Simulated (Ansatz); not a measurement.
# CaO: the band gap up the ladder of functionals

The task here is to estimate one member of a computed series from the others.

Program: Ansatz 0.2.0. PAW datasets, plane waves. No spin polarisation and no zero-point or thermal motion.

## Starting point

The cell was relaxed beforehand with r2SCAN.

The symmetry is Fm-3m (No. 225, cubic); a = 4.795 Å in the conventional setting, 13.78 Å³ an atom. Ca has 6 O at 2.40 Å; O has 6 Ca at 2.40 Å.

The structure in full:

Space group Fm-3m (No. 225). a = 4.795 Å, b = 4.795 Å, c = 4.795 Å, α = 90.00°, β = 90.00°, γ = 90.00°
```tsv
atom	site	symmetry	x	y	z
Ca	4a	m-3m	0.0000	0.0000	0.0000
O	4b	m-3m	0.5000	0.0000	0.0000
```

Set-up of the first run:

Input file input.yaml:

```yaml
crystal:
  lattice:
    - [0.0, 2.3975501144, 2.3975501144]
    - [2.3975501144, 0.0, 2.3975501144]
    - [2.3975501144, 2.3975501144, 0.0]
  atoms:
    - { symbol: Ca, position: [0.0, 0.0, 0.0] }
    - { symbol: O, position: [0.5, 0.5, 0.5] }
kpoints:
  mp_grid: { grid: [10, 10, 10] }
  band_path:
    path:
      - [[0.0, 0.0, 0.0], [0.5, -1.859585959006e-35, 0.5], [0.625, 0.25, 0.625]]
      - [[0.375, 0.375, 0.75], [0.0, 0.0, 0.0], [0.5, 0.5, 0.5], [0.5, 0.25, 0.75], [0.5, -1.859585959006e-35, 0.5]]
    npoints: 10
hamiltonian:
  xc: pbe
scf:
  occupations: { method: fermi_dirac, width: 0.02 }
  n_extra_bands: 4
output:
  forces: true
  stress: true
  eigenvalues: true
  write_density: true
  write_potential: true
  elf: true
  volumetric_format: npy
```

The run is started by

```
$ ansatz run input.yaml --threads 4 --pin off --max-ram 7372MiB --backend cpu --events-out ev --progress --plain --runs-dir out
```

Steps of the session up to this table: PBE bands along the symmetry lines; r2SCAN; HSE06 at the same geometry; Single point with PBE0; Single point with LDA; Quasiparticle levels, G0W0@PBE; G0W0 on PBE; Single point with DDH-PBE0; r2SCANh; LC-ωPBE at the same geometry.

One table of the session follows, with a row left open; its other results are not shown here.

| level | gap (eV) |
| --- | --- |
| PBE | ? |
| r2SCAN | 4.20 |
| HSE06 | 5.31 |
| PBE0 | 6.05 |
| LDA | 3.48 |
| G0W0@PBE (82 empty bands) | 5.78 |
| G0W0@PBE (204 empty bands) | 5.96 |
| DDH-PBE0 | 6.19 |
| r2SCANh | 5.08 |
| LC-ωPBE | 10.79 |

Q: Estimate the row for PBE from the others.

As computed: gap (eV): 3.65. In the column «gap (eV)» it lies between LDA (3.48) and r2SCAN (4.20).

Meshes: PBE 10×10×10, r2SCAN 10×10×10, HSE06 6×6×6, PBE0 6×6×6, LDA 10×10×10, DDH-PBE0 6×6×6, r2SCANh 6×6×6, LC-ωPBE 6×6×6.

The gap runs from 3.48 eV (LDA) to 10.79 eV (LC-ωPBE). Against G0W0@PBE, PBE is short by 2.31 eV, at 61 % of it, and r2SCAN 70 %. PBE0 lies 0.74 eV above HSE06, which differs from it by screening the long-range exchange. The G0W0 figures hold for the stated bands, cutoff and mesh and aren't extrapolated.

To keep in mind: Warnings in the runs' records: stress exchange threshold loose, stress scf threshold loose.
